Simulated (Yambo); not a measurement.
**HfO2 in Yambo: convergence with bands in self energy**

Crystal: HfO2.

```xyz
3
Lattice="0.0000 2.5575 2.5575 2.5575 0.0000 2.5575 2.5575 2.5575 0.0000" Properties=species:S:1:pos:R:3 pbc="T T T"
Hf    0.0000    0.0000    0.0000
O     3.8363    3.8363    3.8363
O     1.2788    1.2788    1.2788
```

Measurements of this composition are mostly on another form, of space group No. 14.

- Program: Yambo 5.3.0
- Task: G0W0 quasiparticle levels
- Functional: PBEsol
- Potentials or basis: PseudoDojo 0.4.1 SR PBEsol standard
- Cutoff: 1143 eV
- Density cutoff: 4572 eV
- k mesh: 6 × 6 × 6
- Occupations: fixed
- Spin: no spin polarisation
- k mesh of the self-consistent run: 10 × 10 × 10
- Random integration of the Coulomb term: yes
- Direction of the field or of q to 0: x + y + z
- Broadening: 0.1 eV
- States corrected: Γ and the k points of the band edges
- Frequency dependence of W: plasmon pole
- Terminator of the band sum in the self-energy: none
- Quasiparticle equation: linearised (Newton)
- Imaginary frequency of the plasmon-pole fit: 27.2114 eV
- Bands in the response: 112
- Bands in the self-energy: 32
- Cutoff of the response matrix: 12 Ry
- Cutoff of exchange and Vxc: 84 Ry
- Bands corrected (first, last): [11, 13]

These are the settings of the first run; the series varies bands in self energy, with any setting tied to it.

```tsv
bands in self energy	quasiparticle gap at the points computed (eV)
32	5.063
52	5.103
112	5.160
```

Not settled before the last step: the quasiparticle gap at the points computed (to 0.05 eV). The tightest run that finished is the yardstick and may itself not be fully converged.

Caveat, for the tightest run too: this version prints the column dSc/dw multiplied by 27.2; spin-orbit coupling is left out, which moves the levels of the heavy elements.
